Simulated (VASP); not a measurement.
# MgS (Niningerite): evGW0 quasiparticle levels with PBE

Crystal: MgS (Niningerite).

```xyz
2
Lattice="0.0000 2.6016 2.6016 2.6016 0.0000 2.6016 2.6016 2.6016 0.0000" Properties=species:S:1:pos:R:3 pbc="T T T"
S     2.6016    2.6016    2.6016
Mg    0.0000    0.0000    0.0000
```

```json
{
 "Program": "VASP 6.6.1",
 "Task": "evGW0 quasiparticle levels",
 "Functional": "PBE",
 "Potentials or basis": "VASP PAW PBE potentials, release 64 (S_GW, Mg_GW)",
 "Cutoff": "500 eV",
 "k mesh": "4 × 4 × 4",
 "Occupations": "gaussian, width 0.01 eV",
 "Spin": "no spin polarisation",
 "Ladder": "free",
 "GW scheme": "evGW0",
 "GW iterations": "4",
 "Cutoff of the response function": "200",
 "Frequency points": "50",
 "Empty bands": "226",
 "Further INCAR settings": "ALGO = EVGW0; EDIFF = 1e-08; NBANDS = 230"
}
```

```yaml
Band_gap_on_the_k_mesh_mean-field_level: 2.75 eV, indirect (least direct gap 3.70 eV)
Quasiparticle_gap: 4.63 eV
Least_direct_quasiparticle_gap: 5.52 eV
```

Levels at points of the mesh, in eV from the valence-band top:
```tsv
k point	band 1	band 2	band 3	band 4	band 5	band 6	band 7	band 8
(0.00, 0.00, 0.00)	-12.67	0.00	0.00	0.00	3.70	7.90	7.90	7.90
(0.50, 0.00, 0.00)	-11.36	-4.84	-0.59	-0.59	4.53	6.86	6.86	10.08
(0.50, 0.50, 0.00)	-10.99	-4.20	-1.69	-1.69	2.75	4.37	11.99	12.65
```

Quasiparticle gap after each update of the energies (eV): 4.35, 4.58, 4.62, 4.63

Run time: 3 min on 4 MPI ranks on Intel(R) Xeon(R) Platinum 8259CL CPU @ 2.50GHz (Skylake/Cascade Lake), on a shared host, peak memory 0.42 GiB a rank.

Caveat: the k mesh is coarse (spacing up to 0.52 Å⁻¹), so the values aren't converged; bands, screening cutoff and mesh are small and nothing is extrapolated, so the quasiparticle values aren't converged. A k mesh can miss the band edges.
